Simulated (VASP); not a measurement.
Input of a VASP 6.6.1 run:

The input INCAR:

```
ALGO = Fast
EDIFF = 1E-6
ENCUT = 520
GGA = PS
ISIF = 2
ISMEAR = 0
LASPH = T
LCHARG = F
LREAL = F
LWAVE = F
NBANDS = 7
NELM = 100
PREC = Accurate
SIGMA = 0.15
```

The input KPOINTS:

```
k-points
0
Gamma
  18 18 18
```

POSCAR

```
Mg
1.0
    0.0000000000      2.2442560000      2.2442560000
    2.2442560000      0.0000000000      2.2442560000
    2.2442560000      2.2442560000      0.0000000000
Mg
1
Direct
    0.0000000000      0.0000000000      0.0000000000
```

Potentials or basis: VASP PAW PBE potentials, release 64 (Mg).

Command:

```sh
$ cat potpaw_PBE.64/Mg/POTCAR > POTCAR
$ mpirun -np 1 vasp_std > vasp.out
```

Problem. Predict the band gap on the k mesh.

Solution. None (metal or under the smearing width).

Problem. What does it give for the pressure?

Solution. 0.1 GPa.

Caveat: the PAW data sets were made with another functional, which shifts forces and pressure a little.
